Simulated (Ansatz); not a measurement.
# KCl: the band gap up the ladder of functionals

An exercise on one series of results from a longer session: the logs are not shown, and one member is left open.

Code: Ansatz 0.2.0. PAW datasets, plane waves. Simulation only: spin-unpolarised, and no claim that this is the phase found in nature.

**The system as given**

The cell was relaxed beforehand with r2SCAN.

The symmetry is Pm-3m (No. 221, cubic); a = 3.771 Å in the conventional setting, 26.82 Å³ an atom. Around K lie 8 Cl at 3.27 Å; around Cl lie 8 K at 3.27 Å.

Structure file:

```
K Cl
1.0
     3.77117    0.00000    0.00000
     0.00000    3.77117    0.00000
     0.00000    0.00000    3.77117
K Cl
1 1
Direct
  0.00000 0.00000 0.00000
  0.50000 0.50000 0.50000
```

Set-up of the first run:

Contents of input.yaml:

```yaml
crystal:
  lattice:
    - [3.771168699, 0.0, 0.0]
    - [0.0, 3.771168699, 0.0]
    - [0.0, 0.0, 3.771168699]
  atoms:
    - { symbol: K, position: [0.0, 0.0, 0.0] }
    - { symbol: Cl, position: [0.5, 0.5, 0.5] }
kpoints:
  mp_grid: { grid: [8, 8, 8] }
  band_path:
    path:
      - [[0.0, 0.0, 0.0], [5.373768836186e-52, 0.5, -8.511640546566e-36], [0.5, 0.5, -5.958148382596e-35], [0.0, 0.0, 0.0], [0.5, 0.5, 0.5], [5.373768836186e-52, 0.5, -8.511640546566e-36]]
      - [[0.5, 0.5, 0.5], [0.5, 0.5, -5.958148382596e-35]]
    npoints: 10
hamiltonian:
  xc: pbe
scf:
  occupations: { method: fermi_dirac, width: 0.02 }
  n_extra_bands: 4
output:
  forces: true
  stress: true
  eigenvalues: true
  write_density: true
  write_potential: true
  elf: true
  volumetric_format: npy
```

Started as:

```bash
> ansatz run input.yaml --threads 2 --pin off --max-ram 2211MiB --backend cpu --events-out ev --progress --plain --runs-dir out
```

Among the steps run: Band structure with PBE; r2SCAN; HSE06; PBE0; LDA at the same geometry; One-shot GW from PBE; Quasiparticle levels, G0W0@PBE; Single point with DDH-PBE0; r2SCAN0 at the same geometry; Single point with Hartree-Fock.

One of the session's tables, all rows but one given; the rest of the session is left out.

```
                     level  gap (eV)
                       PBE      5.03
                    r2SCAN      5.80
                     HSE06      6.37
                      PBE0      7.09
                       LDA         ?
G0W0@PBE (160 empty bands)      7.55
G0W0@PBE (397 empty bands)      7.70
                  DDH-PBE0      8.22
                   r2SCAN0      7.53
              Hartree-Fock     13.59
```

Estimate the missing values for LDA.

**Answer.** gap (eV): 4.59. In the column «gap (eV)» it is the lowest.

Meshes: PBE 8×8×8, r2SCAN 8×8×8, HSE06 6×6×6, PBE0 6×6×6, LDA 8×8×8, DDH-PBE0 6×6×6, r2SCAN0 6×6×6, Hartree-Fock 6×6×6

What this shows: LDA gives the least gap, 4.59 eV, and Hartree-Fock the largest, 13.59 eV. PBE reaches 65 % of the G0W0@PBE value, and r2SCAN 75 %. PBE0 lies 0.73 eV above HSE06, which differs from it by screening the long-range exchange. Hartree-Fock lies above G0W0@PBE by 5.9 eV. The G0W0 figures hold for the stated bands, cutoff and mesh and aren't extrapolated.

Caveats from the session: Warnings in the runs' records: stress exchange threshold loose, stress scf threshold loose.
